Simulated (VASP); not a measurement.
Write the native input for VASP 6.6.1 that does the following.

| Property | Result |
| --- | --- |
| Task | single point |
| Functional | PBE |
| Potentials or basis | VASP PAW PBE potentials, release 64 (Tl_d, Br) |
| Cutoff | 520 eV |
| k mesh | 7 × 7 × 7 |
| Occupations | fermi-dirac, width 0.02 eV |
| Spin | no spin polarisation |
| Dipole correction | no |
| Further INCAR settings | ALGO = Normal; EDIFF = 1e-06; NBANDS = 17 |

The structure of TlBr lies in POSCAR:

```
TlBr
1.0
    4.0527484318      0.0000000000      0.0000000000
    0.0000000000      4.0527484318      0.0000000000
    0.0000000000      0.0000000000      4.0527484318
Tl Br
1 1
Direct
    0.0000000000      0.0000000000      0.0000000000
    0.5000000000      0.5000000000      0.5000000000
```

The cell comes from a database or a generator and needn't be the stable form of this composition.

The input as run:

INCAR

```
ALGO     = Normal         # electronic algorithm
EDIFF    = 1E-6           # SCF threshold, eV
ENCUT    = 520            # plane-wave cutoff, eV
GGA      = PE             # functional
ISIF     = 2              # what is computed and relaxed
ISMEAR   = -1             # smearing method
LASPH    = True           # aspherical terms in the spheres
LCHARG   = False          # write CHGCAR
LREAL    = False          # projectors in reciprocal space
LWAVE    = False          # write WAVECAR
NBANDS   = 17             # bands
NELM     = 100            # most SCF steps
PREC     = Accurate       # precision mode
SIGMA    = 0.02           # smearing width, eV
```

KPOINTS

```
k-points
0
Gamma
  7 7 7
```

Potentials or basis: VASP PAW PBE potentials, release 64 (Tl_d, Br).

Command:

```console
$ cat potpaw_PBE.64/Tl_d/POTCAR potpaw_PBE.64/Br/POTCAR > POTCAR
$ mpirun -np 1 vasp_std > vasp.out
```

Results of the run:

```json
{
 "Pressure": "0.0 GPa",
 "Band gap on the k mesh": "2.37 eV, direct"
}
```

Caveat: spin-orbit coupling is left out, which as a rule narrows the gap of such compounds by several tenths of an eV; an odd mesh through Γ misses points on the zone boundary, where band edges often lie.

Wall time 15 s on 1 thread of Intel(R) Xeon(R) Platinum 8259CL CPU @ 2.50GHz (Skylake/Cascade Lake), on a shared host, peak memory 0.17 GiB.
